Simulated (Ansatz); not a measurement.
# Cr_Al in AlN (P6_3mc): charge-transition levels and formation energies

Wanted: the transition levels of a substitutional impurity in AlN (P6_3mc), from a cell of 72 host atoms with 1 Al taken out and 1 Cr put in.

Method: place-levels on r2SCAN runs: charge-transition levels and formation energies with image-charge correction and potential alignment at the atomic sites; PAW set soft_1, in Ansatz 0.2.0.

## 1. Set-up

The cell holds 72 atoms: 35 Al, 36 N and 1 Cr. Cell: a = 9.320 Å, b = 9.320 Å, c = 9.956 Å, α = 90.0°, β = 90.0°, γ = 120.0°. It derives from AlN (space group P6_3mc). Nearest the centre at fractional (0.444, 0.556, 0.500): Cr34 at 0.00 Å, N11 at 1.89 Å, N43 at 1.89 Å, N35 at 1.89 Å, N40 at 1.90 Å, Al9 at 3.07 Å, Al13 at 3.07 Å, Al41 at 3.07 Å.

Coordinates:

```xyz
72
Lattice="9.3196 0.0000 0.0000 -4.6598 8.0710 0.0000 0.0000 0.0000 9.9565" Properties=species:S:1:pos:R:3 pbc="T T T"
Al    1.5533    0.8968    2.4852
Al    0.0000    1.7936    4.9743
N     1.5533    0.8968    4.3848
N     0.0000    1.7936    1.8957
Al    1.5533    0.8968    7.4634
Al    0.0000    1.7936    9.9525
N     1.5533    0.8968    9.3631
N     0.0000    1.7936    6.8739
Al    0.0000    3.5871    2.4852
Al   -1.5533    4.4839    4.9743
N     0.0000    3.5871    4.3848
N    -1.5533    4.4839    1.8957
Al    0.0000    3.5871    7.4634
Al   -1.5533    4.4839    9.9525
N     0.0000    3.5871    9.3631
N    -1.5533    4.4839    6.8739
Al   -1.5533    6.2774    2.4852
Al   -3.1065    7.1742    4.9743
N    -1.5533    6.2774    4.3848
N    -3.1065    7.1742    1.8957
Al   -1.5533    6.2774    7.4634
Al   -3.1065    7.1742    9.9525
N    -1.5533    6.2774    9.3631
N    -3.1065    7.1742    6.8739
Al    4.6598    0.8968    2.4852
Al    3.1065    1.7936    4.9743
N     4.6598    0.8968    4.3848
N     3.1065    1.7936    1.8957
Al    4.6598    0.8968    7.4634
Al    3.1065    1.7936    9.9525
N     4.6598    0.8968    9.3631
N     3.1065    1.7936    6.8739
Al    3.1065    3.5871    2.4852
Cr    1.5533    4.4839    4.9743
N     3.1065    3.5871    4.3848
N     1.5533    4.4839    1.8957
Al    3.1065    3.5871    7.4634
Al    1.5533    4.4839    9.9525
N     3.1065    3.5871    9.3631
N     1.5533    4.4839    6.8739
Al    1.5533    6.2774    2.4852
Al    0.0000    7.1742    4.9743
N     1.5533    6.2774    4.3848
N     0.0000    7.1742    1.8957
Al    1.5533    6.2774    7.4634
Al    0.0000    7.1742    9.9525
N     1.5533    6.2774    9.3631
N     0.0000    7.1742    6.8739
Al    7.7663    0.8968    2.4852
Al    6.2130    1.7936    4.9743
N     7.7663    0.8968    4.3848
N     6.2130    1.7936    1.8957
Al    7.7663    0.8968    7.4634
Al    6.2130    1.7936    9.9525
N     7.7663    0.8968    9.3631
N     6.2130    1.7936    6.8739
Al    6.2130    3.5871    2.4852
Al    4.6598    4.4839    4.9743
N     6.2130    3.5871    4.3848
N     4.6598    4.4839    1.8957
Al    6.2130    3.5871    7.4634
Al    4.6598    4.4839    9.9525
N     6.2130    3.5871    9.3631
N     4.6598    4.4839    6.8739
Al    4.6598    6.2774    2.4852
Al    3.1065    7.1742    4.9743
N     4.6598    6.2774    4.3848
N     3.1065    7.1742    1.8957
Al    4.6598    6.2774    7.4634
Al    3.1065    7.1742    9.9525
N     4.6598    6.2774    9.3631
N     3.1065    7.1742    6.8739
```

Known beforehand: the electronic dielectric constant, (4.49, 4.49, 4.72), and the static one, (8.15, 8.15, 9.65), computed on the host (DFPT, PBEsol, on the r2SCAN cell), and a cell off the functional's own equilibrium shifts the ionic part.

The cell's shortest repeat is 9.3 Å.

## 2. What was run first

Levels follow from differences of total energies between charge states, each relaxed by itself.

Random displacements of about 0.05 Å break the site symmetry at the start, so that the relaxation can reach a distorted minimum if there is one. Forces are taken at one point at (¼, ¼, ¼). The cell holds 1 electron more than the neutral one, with a uniform background that keeps it neutral on the whole.

The sampling was tested on the host first: at the k-points planned (1x1x1 shifted 0.25 0.25 0.25) its energy lies -0.014 eV an atom from the dense-mesh value, under the bound of 0.02 eV set for this test; that bounds the host's error, not the defect's.

One state's input; the others differ in charge, spin, start and seed, and in occupations where the table says so.

qm1.relax/input.yaml

```yaml
crystal:
  lattice:
    - [9.31956554, 9.0e-08, 0.0]
    - [-4.65978284, 8.07098046, 0.0]
    - [0.0, 0.0, 9.95647772]
  atoms:
    - { symbol: Al, position: [0.22222222, 0.11111111, 0.24960167] }
    - { symbol: Al, position: [0.11111111, 0.22222222, 0.49960167] }
    - { symbol: "N", position: [0.22222222, 0.11111111, 0.44039833] }
    - { symbol: "N", position: [0.11111111, 0.22222222, 0.19039833] }
    - { symbol: Al, position: [0.22222222, 0.11111111, 0.74960167] }
    - { symbol: Al, position: [0.11111111, 0.22222222, 0.99960167] }
    - { symbol: "N", position: [0.22222222, 0.11111111, 0.94039833] }
    - { symbol: "N", position: [0.11111111, 0.22222222, 0.69039833] }
    - { symbol: Al, position: [0.22222222, 0.44444444, 0.24960167] }
    - { symbol: Al, position: [0.11111111, 0.55555556, 0.49960167] }
    - { symbol: "N", position: [0.22222222, 0.44444444, 0.44039833] }
    - { symbol: "N", position: [0.11111111, 0.55555556, 0.19039833] }
    - { symbol: Al, position: [0.22222222, 0.44444444, 0.74960167] }
    - { symbol: Al, position: [0.11111111, 0.55555556, 0.99960167] }
    - { symbol: "N", position: [0.22222222, 0.44444444, 0.94039833] }
    - { symbol: "N", position: [0.11111111, 0.55555556, 0.69039833] }
    - { symbol: Al, position: [0.22222222, 0.77777778, 0.24960167] }
    - { symbol: Al, position: [0.11111111, 0.88888889, 0.49960167] }
    - { symbol: "N", position: [0.22222222, 0.77777778, 0.44039833] }
    - { symbol: "N", position: [0.11111111, 0.88888889, 0.19039833] }
    - { symbol: Al, position: [0.22222222, 0.77777778, 0.74960167] }
    - { symbol: Al, position: [0.11111111, 0.88888889, 0.99960167] }
    - { symbol: "N", position: [0.22222222, 0.77777778, 0.94039833] }
    - { symbol: "N", position: [0.11111111, 0.88888889, 0.69039833] }
    - { symbol: Al, position: [0.55555556, 0.11111111, 0.24960167] }
    - { symbol: Al, position: [0.44444444, 0.22222222, 0.49960167] }
    - { symbol: "N", position: [0.55555556, 0.11111111, 0.44039833] }
    - { symbol: "N", position: [0.44444444, 0.22222222, 0.19039833] }
    - { symbol: Al, position: [0.55555556, 0.11111111, 0.74960167] }
    - { symbol: Al, position: [0.44444444, 0.22222222, 0.99960167] }
    - { symbol: "N", position: [0.55555556, 0.11111111, 0.94039833] }
    - { symbol: "N", position: [0.44444444, 0.22222222, 0.69039833] }
    - { symbol: Al, position: [0.55555556, 0.44444444, 0.24960167] }
    - { symbol: Cr, position: [0.44444444, 0.55555556, 0.49960167] }
    - { symbol: "N", position: [0.55555556, 0.44444444, 0.44039833] }
    - { symbol: "N", position: [0.44444444, 0.55555556, 0.19039833] }
    - { symbol: Al, position: [0.55555556, 0.44444444, 0.74960167] }
    - { symbol: Al, position: [0.44444444, 0.55555556, 0.99960167] }
    - { symbol: "N", position: [0.55555556, 0.44444444, 0.94039833] }
    - { symbol: "N", position: [0.44444444, 0.55555556, 0.69039833] }
    - { symbol: Al, position: [0.55555556, 0.77777778, 0.24960167] }
    - { symbol: Al, position: [0.44444444, 0.88888889, 0.49960167] }
    - { symbol: "N", position: [0.55555556, 0.77777778, 0.44039833] }
    - { symbol: "N", position: [0.44444444, 0.88888889, 0.19039833] }
    - { symbol: Al, position: [0.55555556, 0.77777778, 0.74960167] }
    - { symbol: Al, position: [0.44444444, 0.88888889, 0.99960167] }
    - { symbol: "N", position: [0.55555556, 0.77777778, 0.94039833] }
    - { symbol: "N", position: [0.44444444, 0.88888889, 0.69039833] }
    - { symbol: Al, position: [0.88888889, 0.11111111, 0.24960167] }
    - { symbol: Al, position: [0.77777778, 0.22222222, 0.49960167] }
    - { symbol: "N", position: [0.88888889, 0.11111111, 0.44039833] }
    - { symbol: "N", position: [0.77777778, 0.22222222, 0.19039833] }
    - { symbol: Al, position: [0.88888889, 0.11111111, 0.74960167] }
    - { symbol: Al, position: [0.77777778, 0.22222222, 0.99960167] }
    - { symbol: "N", position: [0.88888889, 0.11111111, 0.94039833] }
    - { symbol: "N", position: [0.77777778, 0.22222222, 0.69039833] }
    - { symbol: Al, position: [0.88888889, 0.44444444, 0.24960167] }
    - { symbol: Al, position: [0.77777778, 0.55555556, 0.49960167] }
    - { symbol: "N", position: [0.88888889, 0.44444444, 0.44039833] }
    - { symbol: "N", position: [0.77777778, 0.55555556, 0.19039833] }
    - { symbol: Al, position: [0.88888889, 0.44444444, 0.74960167] }
    - { symbol: Al, position: [0.77777778, 0.55555556, 0.99960167] }
    - { symbol: "N", position: [0.88888889, 0.44444444, 0.94039833] }
    - { symbol: "N", position: [0.77777778, 0.55555556, 0.69039833] }
    - { symbol: Al, position: [0.88888889, 0.77777778, 0.24960167] }
    - { symbol: Al, position: [0.77777778, 0.88888889, 0.49960167] }
    - { symbol: "N", position: [0.88888889, 0.77777778, 0.44039833] }
    - { symbol: "N", position: [0.77777778, 0.88888889, 0.19039833] }
    - { symbol: Al, position: [0.88888889, 0.77777778, 0.74960167] }
    - { symbol: Al, position: [0.77777778, 0.88888889, 0.99960167] }
    - { symbol: "N", position: [0.88888889, 0.77777778, 0.94039833] }
    - { symbol: "N", position: [0.77777778, 0.88888889, 0.69039833] }
  host:
    repeats: [3, 3, 2]
    atoms:
      - { symbol: Al, position: [0.66666667, 0.33333333, 0.49920333] }
      - { symbol: Al, position: [0.33333333, 0.66666667, 0.99920333] }
      - { symbol: "N", position: [0.66666667, 0.33333333, 0.88079667] }
      - { symbol: "N", position: [0.33333333, 0.66666667, 0.38079667] }
total_charge: -1
basis:
  ecutwfc: 500
  xc_grid: 2
hamiltonian:
  xc: r2scan
  pseudopotentials: { kind: paw, azcp: { folder: soft_1 } }
kpoints:
  mp_grid: { grid: [1, 1, 1], shift: [0.25, 0.25, 0.25] }
scf:
  occupations: { method: fixed }
  max_iter: 80
output:
  forces: true
  charged_corrections:
    epsilon: [4.49, 4.49, 4.72]
    static_epsilon: [8.15, 8.15, 9.65]
    defect_position: [0.444444, 0.555556, 0.499602]
relax:
  f_tol: 0.02
  max_steps: 80
  random_displacement: { amplitude: 0.05, seed: 3729 }
checkpoint:
  write: "../qm1.relax.run"
  compress: false
  write_wavefunctions: true
  write_every: 100000
```

Command:

```
> ansatz run input.yaml --threads 4 --pin off --max-ram 15073MiB --backend cpu --events-out ev --progress --plain --runs-dir out
```

Defect states can disperse in a cell of this size, so the energy is taken again at a 2×2×2 shifted mesh, on the relaxed structure.

The run of this state that the levels use, under r2SCAN:

qm1.point/input.yaml

```yaml
crystal:
  checkpoint: "../qm1.relax.run"
  host: checkpoint
total_charge: -1
basis:
  ecutwfc: 500
  xc_grid: 2
hamiltonian:
  xc: r2scan
  pseudopotentials: { kind: paw, azcp: { folder: soft_1 } }
kpoints:
  mp_grid: { grid: [2, 2, 2], shift: [0.5, 0.5, 0.5] }
scf:
  occupations: { method: fermi_dirac, width: 0.01 }
  max_iter: 80
output:
  forces: true
  eigenvalues: true
  charged_corrections:
    epsilon: [4.49, 4.49, 4.72]
    static_epsilon: [8.15, 8.15, 9.65]
    defect_position: [0.444444, 0.555556, 0.499602]
  eigenstates: { localisation: true }
  populations: true
  band_densities: [{ bands: [v1, v1] }, { bands: [c1, c1] }]
  write_density: true
  write_potential: true
  volumetric_format: npy
checkpoint:
  read: "../qm1.relax.run"
  write: "../qm1.point.run"
  compress: false
  write_wavefunctions: false
  write_every: 100000
```

Relaxations under r2SCAN at one point at (¼, ¼, ¼); times on 4 threads of Arm Neoverse V1, shared host:

```
charge  moment (μB)  occupations        outcome  steps  largest displacement against the far atoms (Å)     time
    −1            0        fixed      converged      8                                            0.13  2.1 min
    −1            4        fixed      converged      7                                            0.16  4.2 min
    −1            2        fixed      converged      8                                            0.17  5.8 min
     0            1        fixed      converged      8                                            0.08  9.8 min
     0            3        fixed      converged      6                                            0.11  3.8 min
    +1            0        fixed  not converged      -                                               -     74 s
    +1            0  fermi-dirac      converged      5                                            0.05  2.6 min
    +1            2        fixed      converged      6                                            0.04  3.4 min
```

Single points under r2SCAN at a 2×2×2 shifted mesh; times on 4 threads of Arm Neoverse V1, shared host:

```
charge  moment (μB)  occupations    outcome     time
    −1            0  fermi-dirac  converged     87 s
    −1            4  fermi-dirac  converged  3.3 min
    −1            2  fermi-dirac  converged  4.6 min
     0            1  fermi-dirac  converged  4.2 min
     0            3  fermi-dirac  converged  3.3 min
    +1            0  fermi-dirac  converged    6 min
    +1            2  fermi-dirac  converged  3.2 min
```

Distances (Å) from Cr34 to the nearest atoms after relaxation with r2SCAN:

```
charge  moment (μB)      1.      2.      3.      4.       5.       6.
    −1            0  N 2.00  N 2.01  N 2.01  N 2.06   N 3.02  Al 3.03
    −1            4  N 2.02  N 2.05  N 2.05  N 2.05   N 3.06  Al 3.07
    −1            2  N 1.99  N 1.99  N 2.02  N 2.13  Al 2.94  Al 2.94
     0            1  N 1.90  N 1.96  N 1.96  N 1.98   N 3.00  Al 3.03
     0            3  N 1.95  N 1.96  N 1.96  N 1.98   N 2.98  Al 3.03
    +1            0  N 1.86  N 1.86  N 1.86  N 1.88   N 3.05  Al 3.07
    +1            2  N 1.87  N 1.87  N 1.87  N 1.89   N 3.05  Al 3.07
```

(Part 1 of 2 ends here.)

[Logs are printed without paths, hosts, clocks, repeated set-up lines and the standing remarks that a program may print on its own settings, such as how far it seeks lower states.]

[Hosts, paths, dates, database ids (printed as entryN), source tags and the programs' standing remarks are cut or masked in the printed files.]

[Where a table of states has a column of steps, it counts the stored structures, which are thinned; the runs took as many ionic steps or more.]

[A defect's name tells the site on which it was built; relaxed atoms can leave that site.]

[For some hosts the program warned that the k-mesh of the response run may be too coarse for force constants and the static dielectric constant; such warnings are not shown here.]
